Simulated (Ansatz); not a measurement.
## armchair graphene nanoribbon (N = 7, H edges): bands by functional and under strain

Wanted: the relaxed geometry and the bands of the armchair graphene nanoribbon (N = 7, H edges).

The experiment to be reproduced. Scanning tunnelling spectroscopy of long 7-armchair ribbons on Au(111) gives a gap of 2.3 eV (Talirz et al., ChemPhysChem (2019), arXiv:1910.01385).

Program: Ansatz 0.2.0. Level of theory: DFT PBE, plane waves, PAW; relaxation of a wire's period, in the first sound run; inputs show where later runs differ. Results are calculated unless marked as measured.

## 1. Set-up

The cell holds 18 atoms: 14 C and 4 H. Its edges and angles: a = 16.232 Å, b = 7.000 Å, c = 4.260 Å, α = 90.0°, β = 90.0°, γ = 90.0°. Vacuum lies along a and b. The structure's axis is c.

## 2. Relaxing the period

Band widths follow the bond lengths, so the wire is relaxed first. The atoms and the third cell vector are free; the box across stays fixed as vacuum. A Fermi-Dirac smearing is set since the result may be a metal. The pressure printed is a third of the stress's trace over the whole box, vacuum included; only the stress along the axis is relaxed.

input.yaml reads:

```yaml
crystal:
  lattice:
    - [16.232, 0.0, 0.0]
    - [0.0, 7.0, 0.0]
    - [0.0, 0.0, 4.26]
  atoms:
    - { symbol: C, position: [0.272711137, 0.5, 0.0] }
    - { symbol: C, position: [0.424233571, 0.5, 0.0] }
    - { symbol: C, position: [0.575756005, 0.5, 0.0] }
    - { symbol: C, position: [0.727278439, 0.5, 0.0] }
    - { symbol: C, position: [0.272711137, 0.5, 0.333333333] }
    - { symbol: C, position: [0.424233571, 0.5, 0.333333333] }
    - { symbol: C, position: [0.575756005, 0.5, 0.333333333] }
    - { symbol: C, position: [0.727278439, 0.5, 0.333333333] }
    - { symbol: H, position: [0.21562346, 0.5, 0.458920188] }
    - { symbol: H, position: [0.784366117, 0.5, 0.458920188] }
    - { symbol: C, position: [0.348472354, 0.5, 0.5] }
    - { symbol: C, position: [0.499994788, 0.5, 0.5] }
    - { symbol: C, position: [0.651517222, 0.5, 0.5] }
    - { symbol: C, position: [0.348472354, 0.5, 0.833333333] }
    - { symbol: C, position: [0.499994788, 0.5, 0.833333333] }
    - { symbol: C, position: [0.651517222, 0.5, 0.833333333] }
    - { symbol: H, position: [0.21562346, 0.5, 0.874413146] }
    - { symbol: H, position: [0.784366117, 0.5, 0.874413146] }
kpoints:
  mp_grid: { grid: [1, 1, 19] }
scf:
  occupations: { method: fermi_dirac, width: 0.05 }
hamiltonian:
  xc: pbe
relax:
  cell: { fix: [a, b, alpha, beta, gamma] }
  max_steps: 60
```

Launch:

```console
$ ansatz run input.yaml --threads 8 --pin off --max-ram 16384MiB --backend cpu --events-out ev --progress --plain --runs-dir out
```

Numbers of over 12 decimals in the logs are rounded to 6 here.

The program printed:

```text
Engine: ansatz 0.2.0, aarch64-unknown-linux-gnu
Pseudopotentials: kind: paw
Pseudopotential: C, paw, valence charge 4, recommended cutoff 420 eV (normal), C.paw.azcp
Pseudopotential: H, paw, valence charge 1, recommended cutoff 420 eV (normal), H.paw.azcp
Functional definition: PBE
  parameter kappa = 0.804
  parameter beta = 0.066725
  exchange = pbe_x(kappa = kappa, mu = beta*pi^2/3)
  correlation = pbe_c(beta = beta)
Crystal: 18 atoms, lattice volume = 484.038 Å³
Basis set: ecut = 420 eV, 9487 PW (Γ), exchange–correlation on 240×96×60 points (8 copies of the dense FFT grid, shifted against one another)
Bands: 48, of which v1, the nominal top of the filled ones, is band 30 counted from 1 (29 counted from 0)
Symmetry: 8 space group operations
Space group: Pmmm (ITA 47), of the structure as read, at distance tolerance 7.9e-5 Å
k-points: 10 of 19
Non-local potential: C, projectors of the file, l = 0: 2, l = 1: 2, l = 2: 1
Non-local potential: H, projectors of the file, l = 0: 2, l = 1: 1
PAW form: soft (Blöchl's): semilocal exchange-correlation on the pseudo side does not see the compensation charge
PAW one-centre angular grid: C, 110 points (default); XC on 64 Gauss nodes
PAW one-centre angular grid: H, 110 points (default); XC on 64 Gauss nodes
Initial density: superposition of atomic densities (neutral atoms: chi_scale 0, normalization atom), corrected by the library's trained network
Initial wavefunctions: pseudopotential atomic-orbital guess
Functional: x = pbe(κ = 0.804, μ = 0.219515), c = pbe(β = 0.066725)
SCF iter   1: F=—  HF=-3576.224013 eV  |F-HF|=—  |Δ(HF+E_count)|=         —  Δρ=2.51e-3  dr2=1.14e-1  ethr=1.77e-3  ⟨swp⟩=8.6  Hψ=2666  notcnv=0  defer=90
preconditioner: auto → Resta (q_TF=auto, 1.927 Å⁻¹)  ε∞=1.9  [insulator: Δε(μ)=1.483 eV  Ē_g=14.134 eV  σ=0.050 eV  W_gap=1.00  n_scr=66 (ndim 8)  ℏωp=13.1 eV  f_vac=0.631  D(μ)=0.00/eV (n_scr^D=0)  ε∞_Penn≈1.9  vacuum switching on, ρ_ref=1.4e-2 e/Å³]
SCF iter   2: F=—  HF=-3576.205329 eV  |F-HF|=—  |Δ(HF+E_count)|=   1.87e-2  Δρ=2.06e-3  dr2=3.91e-2  ethr=1.90e-4  ⟨swp⟩=2.4  Hψ=781  notcnv=0  defer=109
SCF iter   3: F=—  HF=-3576.199002 eV  |F-HF|=—  |Δ(HF+E_count)|=   6.33e-3  Δρ=9.06e-4  dr2=4.69e-3  ethr=6.51e-5  ⟨swp⟩=2.0  Hψ=631  notcnv=0  defer=109
SCF iter   4: F=—  HF=-3576.199479 eV  |F-HF|=—  |Δ(HF+E_count)|=   4.77e-4  Δρ=2.94e-4  dr2=4.41e-4  ethr=7.82e-6  ⟨swp⟩=2.7  Hψ=712  notcnv=0  defer=109
SCF iter   5: F=—  HF=-3576.199822 eV  |F-HF|=—  |Δ(HF+E_count)|=   3.43e-4  Δρ=8.18e-5  dr2=2.83e-5  ethr=7.35e-7  ⟨swp⟩=2.0  Hψ=678  notcnv=0  defer=109
SCF iter   6: F=—  HF=-3576.199915 eV  |F-HF|=—  |Δ(HF+E_count)|=   9.25e-5  Δρ=2.42e-5  dr2=2.10e-6  ethr=4.72e-8  ⟨swp⟩=2.0  Hψ=768  notcnv=0  defer=109
SCF iter   7: F=-3576.199915 eV  HF=-3576.199915 eV  |F-HF|=1.32e-7  |Δ(HF+E_count)|=   5.19e-7  Δρ=5.14e-6  dr2=8.92e-8  ethr=1.67e-10  ⟨swp⟩=3.5  Hψ=1817  notcnv=0
SCF 1 converged in 7 iterations: F = -3576.199915 eV  dr2 = 8.92e-8
  greatest PAW one-centre occupation: 0.674 electrons in one spin orbital (limit 2), on the C atom at site 6 (counted from 0), in its partial waves of l = 0
relax step   1: F+E_penalty+E_count = -3576.19991546 eV  Δ(F+E_penalty+E_count) = +0.000e0 eV  max|allowed force component| = 2.461e0 eV/Å  Δτ_max = 0.0000 Å  P = +0.466 GPa  Ω = 484.038 Å³  fix = [a, b, alpha, beta, gamma]  reactions: a +0.483, b +0.101 GPa  (7 SCF iters, dr2 threshold 1.00e-7 eV, accepted)
Crystal: 18 atoms, lattice volume = 487.941 Å³
Basis set: ecut = 420 eV, 9563 PW (Γ), exchange–correlation on 240×96×60 points (8 copies of the dense FFT grid, shifted against one another)
Initial density: handed on by an earlier stage of this run
Initial wavefunctions: those handed on with the density
iter 1 solved again at ethr=1.38e-4 eV; its pass at ethr=3.10e-3 eV (dr2=8.30e-2 eV) is discarded
SCF iter   1: F=—  HF=-3576.423728 eV  |F-HF|=—  |Δ(HF+E_count)|=         —  Δρ=4.88e-3  dr2=8.76e-2  ethr=1.38e-4  ⟨swp⟩=5.1  Hψ=2053  notcnv=0
preconditioner: auto → Resta (q_TF=auto, 1.924 Å⁻¹)  ε∞=1.9  [insulator: Δε(μ)=1.531 eV  Ē_g=13.807 eV  σ=0.050 eV  W_gap=1.00  n_scr=66 (ndim 8)  ℏωp=13.0 eV  f_vac=0.636  D(μ)=0.00/eV (n_scr^D=0)  ε∞_Penn≈1.9  vacuum switching on, ρ_ref=1.4e-2 e/Å³]
SCF iter   2: F=—  HF=-3576.403808 eV  |F-HF|=—  |Δ(HF+E_count)|=   1.99e-2  Δρ=2.06e-3  dr2=1.45e-2  ethr=1.38e-4  ⟨swp⟩=2.1  Hψ=873  notcnv=0
SCF iter   3: F=—  HF=-3576.402610 eV  |F-HF|=—  |Δ(HF+E_count)|=   1.20e-3  Δρ=9.36e-4  dr2=4.33e-3  ethr=2.41e-5  ⟨swp⟩=2.2  Hψ=758  notcnv=0
SCF iter   4: F=—  HF=-3576.402202 eV  |F-HF|=—  |Δ(HF+E_count)|=   4.08e-4  Δρ=3.11e-4  dr2=3.64e-4  ethr=7.22e-6  ⟨swp⟩=2.3  Hψ=687  notcnv=0
SCF iter   5: F=—  HF=-3576.402300 eV  |F-HF|=—  |Δ(HF+E_count)|=   9.81e-5  Δρ=9.34e-5  dr2=2.88e-5  ethr=6.06e-7  ⟨swp⟩=2.0  Hψ=667  notcnv=0
SCF iter   6: F=-3576.402308 eV  HF=-3576.402307 eV  |F-HF|=6.70e-7  |Δ(HF+E_count)|=   7.05e-6  Δρ=1.99e-5  dr2=1.41e-6  ethr=3.00e-9  ⟨swp⟩=3.6  Hψ=1921  notcnv=0
SCF 2 converged in 6 iterations: F = -3576.402308 eV  dr2 = 1.41e-6
  greatest PAW one-centre occupation: 0.676 electrons in one spin orbital (limit 2), on the C atom at site 7 (counted from 0), in its partial waves of l = 0
relax step   2: F+E_penalty+E_count = -3576.40230768 eV  Δ(F+E_penalty+E_count) = -2.024e-1 eV  max|allowed force component| = 7.561e-1 eV/Å  Δτ_max = 0.0478 Å  P = +0.131 GPa  Ω = 487.941 Å³  energy of the carried Pulay correction = -3.796e-3 eV  fix = [a, b, alpha, beta, gamma]  reactions: a +0.355, b +0.092 GPa  (6 SCF iters, dr2 threshold 1.80e-6 eV, accepted)
Crystal: 18 atoms, lattice volume = 488.432 Å³
Basis set: ecut = 420 eV, 9567 PW (Γ), exchange–correlation on 240×96×60 points (8 copies of the dense FFT grid, shifted against one another)
iter 1 solved again at ethr=1.83e-5 eV; its pass at ethr=3.10e-3 eV (dr2=1.10e-2 eV) is discarded
SCF iter   1: F=—  HF=-3576.422228 eV  |F-HF|=—  |Δ(HF+E_count)|=         —  Δρ=1.77e-3  dr2=1.14e-2  ethr=1.83e-5  ⟨swp⟩=2.9  Hψ=1871  notcnv=0
preconditioner: auto → Resta (q_TF=auto, 1.924 Å⁻¹)  ε∞=1.9  [insulator: Δε(μ)=1.587 eV  Ē_g=13.809 eV  σ=0.050 eV  W_gap=1.00  n_scr=66 (ndim 8)  ℏωp=13.0 eV  f_vac=0.635  D(μ)=0.00/eV (n_scr^D=0)  ε∞_Penn≈1.9  vacuum switching on, ρ_ref=1.4e-2 e/Å³]
SCF iter   2: F=—  HF=-3576.419414 eV  |F-HF|=—  |Δ(HF+E_count)|=   2.81e-3  Δρ=7.48e-4  dr2=2.14e-3  ethr=1.83e-5  ⟨swp⟩=2.0  Hψ=681  notcnv=0
SCF iter   3: F=—  HF=-3576.419141 eV  |F-HF|=—  |Δ(HF+E_count)|=   2.72e-4  Δρ=3.63e-4  dr2=6.84e-4  ethr=3.56e-6  ⟨swp⟩=2.0  Hψ=670  notcnv=0
SCF iter   4: F=—  HF=-3576.419134 eV  |F-HF|=—  |Δ(HF+E_count)|=   7.24e-6  Δρ=9.03e-5  dr2=2.75e-5  ethr=1.14e-6  ⟨swp⟩=2.2  Hψ=660  notcnv=0
SCF iter   5: F=—  HF=-3576.419137 eV  |F-HF|=—  |Δ(HF+E_count)|=   2.42e-6  Δρ=2.79e-5  dr2=3.28e-6  ethr=4.58e-8  ⟨swp⟩=2.1  Hψ=739  notcnv=0
SCF iter   6: F=-3576.419137 eV  HF=-3576.419137 eV  |F-HF|=4.34e-8  |Δ(HF+E_count)|=   2.40e-7  Δρ=7.12e-6  dr2=1.65e-7  ethr=3.00e-9  ⟨swp⟩=5.0  Hψ=1535  notcnv=0
SCF 3 converged in 6 iterations: F = -3576.419137 eV  dr2 = 1.65e-7
  greatest PAW one-centre occupation: 0.678 electrons in one spin orbital (limit 2), on the C atom at site 7 (counted from 0), in its partial waves of l = 0
relax step   3: F+E_penalty+E_count = -3576.41913694 eV  Δ(F+E_penalty+E_count) = -1.683e-2 eV  max|allowed force component| = 5.947e-2 eV/Å  Δτ_max = 0.0148 Å  P = +0.068 GPa  Ω = 488.432 Å³  energy of the carried Pulay correction = -4.272e-3 eV  fix = [a, b, alpha, beta, gamma]  reactions: a -0.023, b +0.090 GPa  (6 SCF iters, dr2 threshold 1.80e-6 eV, accepted)
[...]
relax step   4: F+E_penalty+E_count = -3576.41926854 eV  Δ(F+E_penalty+E_count) = -1.316e-4 eV  max|allowed force component| = 1.198e-2 eV/Å  Δτ_max = 0.0021 Å  P = +0.026 GPa  Ω = 488.586 Å³  energy of the carried Pulay correction = -4.421e-3 eV  fix = [a, b, alpha, beta, gamma]  reactions: a -0.008, b +0.090 GPa  (5 SCF iters, dr2 threshold 2.21e-7 eV, accepted)
[...]
relax step   5: F+E_penalty+E_count = -3576.41929011 eV  Δ(F+E_penalty+E_count) = -2.157e-5 eV  max|allowed force component| = 1.766e-2 eV/Å  Δτ_max = 0.0023 Å  P = +0.042 GPa  Ω = 488.547 Å³  energy of the carried Pulay correction = -4.383e-3 eV  fix = [a, b, alpha, beta, gamma]  (6 SCF iters, dr2 threshold 8.97e-9 eV, rejected (line search))
[...]
relax step   6: F+E_penalty+E_count = -3576.41931173 eV  Δ(F+E_penalty+E_count) = -4.319e-5 eV  max|allowed force component| = 1.088e-3 eV/Å  Δτ_max = 0.0009 Å  P = +0.031 GPa  Ω = 488.563 Å³  energy of the carried Pulay correction = -4.399e-3 eV  fix = [a, b, alpha, beta, gamma]  reactions: a +0.000, b +0.090 GPa  (7 SCF iters, accepted)
Initial wavefunctions: pseudopotential atomic-orbital guess (no wavefunctions were taken with the density)
iter 1 solved again at ethr=3.58e-7 eV; its pass at ethr=3.10e-3 eV (dr2=2.15e-4 eV) is discarded
SCF iter   1: F=—  HF=-3576.423051 eV  |F-HF|=—  |Δ(HF+E_count)|=         —  Δρ=5.28e-5  dr2=1.01e-6  ethr=3.58e-7  ⟨swp⟩=10.8  Hψ=5361  notcnv=0  defer=1
preconditioner: auto → Resta (q_TF=auto, 1.924 Å⁻¹)  ε∞=1.9  [insulator: Δε(μ)=1.572 eV  Ē_g=13.816 eV  σ=0.050 eV  W_gap=1.00  n_scr=66 (ndim 8)  ℏωp=13.0 eV  f_vac=0.635  D(μ)=0.00/eV (n_scr^D=0)  ε∞_Penn≈1.9  vacuum switching on, ρ_ref=1.4e-2 e/Å³]
SCF iter   2: F=—  HF=-3576.423660 eV  |F-HF|=—  |Δ(HF+E_count)|=   6.09e-4  Δρ=2.68e-5  dr2=2.54e-7  ethr=1.69e-9  ⟨swp⟩=3.0  Hψ=894  notcnv=0  defer=2
SCF iter   3: F=—  HF=-3576.423927 eV  |F-HF|=—  |Δ(HF+E_count)|=   2.67e-4  Δρ=3.43e-6  dr2=3.49e-8  ethr=4.23e-10  ⟨swp⟩=2.2  Hψ=796  notcnv=0  defer=2
SCF iter   4: F=—  HF=-3576.423933 eV  |F-HF|=—  |Δ(HF+E_count)|=   5.54e-6  Δρ=8.57e-7  dr2=7.09e-9  ethr=5.81e-11  ⟨swp⟩=2.1  Hψ=654  notcnv=0  defer=2
SCF iter   5: F=—  HF=-3576.423933 eV  |F-HF|=—  |Δ(HF+E_count)|=   2.70e-8  Δρ=5.10e-7  dr2=9.23e-10  ethr=1.18e-11  ⟨swp⟩=2.0  Hψ=575  notcnv=0  defer=2
SCF iter   6: F=-3576.423933 eV  HF=-3576.423933 eV  |F-HF|=4.46e-11  |Δ(HF+E_count)|=   6.18e-9  Δρ=1.44e-7  dr2=9.25e-11  ethr=1.00e-12  ⟨swp⟩=5.0  Hψ=1633  notcnv=0
SCF 7 converged in 6 iterations: F = -3576.423933 eV  dr2 = 9.25e-11
  greatest PAW one-centre occupation: 0.677 electrons in one spin orbital (limit 2), on the C atom at site 4 (counted from 0), in its partial waves of l = 0
relax step   7: F+E_penalty+E_count = -3576.42393289 eV  Δ(F+E_penalty+E_count) = -4.621e-3 eV  max|allowed force component| = 7.580e-4 eV/Å  Δτ_max = 0.0000 Å  P = +0.042 GPa  Ω = 488.563 Å³  fix = [a, b, alpha, beta, gamma]  reactions: a -0.002, b +0.111 GPa  stress off target by 1.68e-2 GPa on what of the cell is left free  SCF on the basis re-selected at this cell (its energy is not comparable with the rows above)  (6 SCF iters)
basis re-selected at this cell: Δ(F+E_penalty+E_count) = -4.621e-3 eV, ΔP = +0.011 GPa vs the last step (what re-selecting the basis moved, of the pressure what is left beyond the Pulay correction that the steps carried, after the strain that the cell walked since its last selection, with what the two solves' SCF thresholds leave and, on support functions, any second-order correction that the steps lacked; it is no m [...]
SCF converged after 6 iterations
Free energy (F): -3576.423933 eV
Harris-Foulkes:  -3576.423933 eV  (|F-HF|=4.46e-11)
Internal energy: -3576.423933 eV  (E = F + TS)
E sigma→0 (E₀):  -3576.423933 eV
Entropy (-TS):   -0.000000 eV (-0.000 meV/atom)
Fermi energy:    -0.951114 eV
--- Per-component energies (eV) ---
  E_band       = -588.751826
  E_kinetic    = 1323.774147
  E_local      = -11632.444571  (includes V_loc(G=0)·N_el)
  E_nonlocal   = 389.269065
  E_hartree    = 5152.218208
  E_xc         = -706.310590
  E_vxc        = -875.886968  (∫ρ·V_xc dr)
  E_paw        = -1392.964598  (= ΣΔE_a)
  E_vpaw       = -97.894538  (= ΣTr[D̂ρ^β])
  E_aug_tail   = -0.005464  (compensation charges beyond the density's cutoff)
  E_ewald      = 3290.039871
  E_smearing   = -0.000000  (= −TS)
  E_closure    = 0.000000  (closes the sum)
  Σ components = -3576.423933   (vs F -3576.423933, Δ=0.00e0)
--- Forces (eV/Å), atoms counted from 1 ---
  atom   1  C     -0.00054359     0.00000000    -0.00023551
  atom   2  C      0.00018794     0.00000000    -0.00075802
  atom   3  C     -0.00018794    -0.00000000    -0.00075802
  atom   4  C      0.00054359    -0.00000000    -0.00023551
  atom   5  C     -0.00054359     0.00000000     0.00023551
  atom   6  C      0.00018794     0.00000000     0.00075802
  atom   7  C     -0.00018794    -0.00000000     0.00075802
  atom   8  C      0.00054359    -0.00000000     0.00023551
  atom   9  H      0.00035685     0.00000000     0.00001460
  atom  10  H     -0.00035685    -0.00000000     0.00001460
  atom  11  C      0.00034399     0.00000000    -0.00020586
  atom  12  C     -0.00000000     0.00000000     0.00036841
  atom  13  C     -0.00034399     0.00000000    -0.00020586
  atom  14  C      0.00034399    -0.00000000     0.00020586
  atom  15  C      0.00000000    -0.00000000    -0.00036841
  atom  16  C     -0.00034399    -0.00000000     0.00020586
  atom  17  H      0.00035685     0.00000000    -0.00001460
  atom  18  H     -0.00035685    -0.00000000    -0.00001460
  max |Σ_I F_I| component: 1.12e-19 eV/Å
--- Stress (GPa, compression-positive) ---
       -0.002150       0.000000      -0.000000
        0.000000       0.111120       0.000000
       -0.000000       0.000000       0.016807
  P = ⅓ Tr σ = 0.0419 GPa (0.419 kbar)
--- Relaxed structure (6 steps of the walk, 5 accepted, 1 SCFs on fresh bases) ---
  F+E_penalty+E_count = -3576.42393289 eV   max|allowed force component| = 7.580e-4 eV/Å   (the final SCF, on the basis selected at the relaxed cell)
  cell:  # Å, volume = 488.5629 Å³
    - [16.232, 0.0, 0.0]
    - [0.0, 7.0, 0.0]
    - [0.0, 0.0, 4.299822]
  atoms:
    - { symbol: C, position: [0.273844, 0.5, 0.00736702] }
    - { symbol: C, position: [0.423836, 0.5, -0.000256688] }
    - { symbol: C, position: [0.576164, 0.5, -0.000256688] }
    - { symbol: C, position: [0.726156, 0.5, 0.00736702] }
    - { symbol: C, position: [0.273844, 0.5, 0.325966] }
    - { symbol: C, position: [0.423836, 0.5, 0.333590] }
    - { symbol: C, position: [0.576164, 0.5, 0.333590] }
    - { symbol: C, position: [0.726156, 0.5, 0.325966] }
    - { symbol: H, position: [0.214811, 0.5, 0.445613] }
    - { symbol: H, position: [0.785189, 0.5, 0.445613] }
    - { symbol: C, position: [0.348110, 0.5, 0.499145] }
    - { symbol: C, position: [0.500000, 0.5, 0.501347] }
    - { symbol: C, position: [0.651890, 0.5, 0.499145] }
    - { symbol: C, position: [0.348110, 0.5, 0.834188] }
    - { symbol: C, position: [0.500000, 0.5, 0.831986] }
    - { symbol: C, position: [0.651890, 0.5, 0.834188] }
    - { symbol: H, position: [0.214811, 0.5, 0.887720] }
    - { symbol: H, position: [0.785189, 0.5, 0.887720] }
```

Run time: 24 s. Hardware: 8 threads of Arm Neoverse N1, shared host; peak memory 1.4 GiB; 2.9 min of CPU time.

Step by step:

| step | energy less that of the first step (eV) | largest force component (eV/Å) | pressure (GPa) | volume (Å³) |
| --- | --- | --- | --- | --- |
| 1 | 0.0000 | 2.4610 | 0.47 | 484.04 |
| 2 | -0.2024 | 0.7561 | 0.13 | 487.94 |
| 3 | -0.2192 | 0.0595 | 0.07 | 488.43 |
| 4 | -0.2194 | 0.0120 | 0.03 | 488.59 |
| 5 | -0.2194 | 0.0177 | 0.04 | 488.55 |
| 6 | -0.2194 | 0.0011 | 0.03 | 488.56 |
| 7* | -0.2240 | 0.0008 | 0.04 | 488.56 |

Relaxation steps marked * repeat the geometry before them on a plane-wave basis chosen anew for their cell, so energy and pressure can jump there. Relaxation step 5 was tried and not accepted.

The run keeps the 8 symmetry operations that it works with, so distortions that break them were not tested.

| cell as run | before | after | change |
| --- | --- | --- | --- |
| c (Å) | 4.260 | 4.300 | +0.9 % |

The atoms that moved most (Å, along periodic axes as changes of fractional coordinates times the final cell, across vacuum about the mean position):

| atom | dx | dy | dz | length |
| --- | --- | --- | --- | --- |
| H9 | -0.013 | 0.000 | -0.057 | 0.059 |
| H10 | 0.013 | 0.000 | -0.057 | 0.059 |
| H17 | -0.013 | 0.000 | 0.057 | 0.059 |
| H18 | 0.013 | 0.000 | 0.057 | 0.059 |
| C1 | 0.018 | 0.000 | 0.032 | 0.037 |
| C5 | 0.018 | 0.000 | -0.032 | 0.037 |
| C4 | -0.018 | 0.000 | 0.032 | 0.037 |
| C8 | -0.018 | 0.000 | -0.032 | 0.037 |

Numbers from this step:

```yaml
cell_length_along_the_wire: 4.300 Å
```

The cell's length comes to 4.300 Å with spin left out.

(Part 1 of 4 ends here.)

[Logs are printed without paths, hosts, clocks, repeated set-up lines and the standing remarks that a program may print on its own settings, such as how far it seeks lower states.]

[Hosts, paths, dates, database ids (printed as entryN), source tags and the programs' standing remarks are cut or masked in the printed files.]
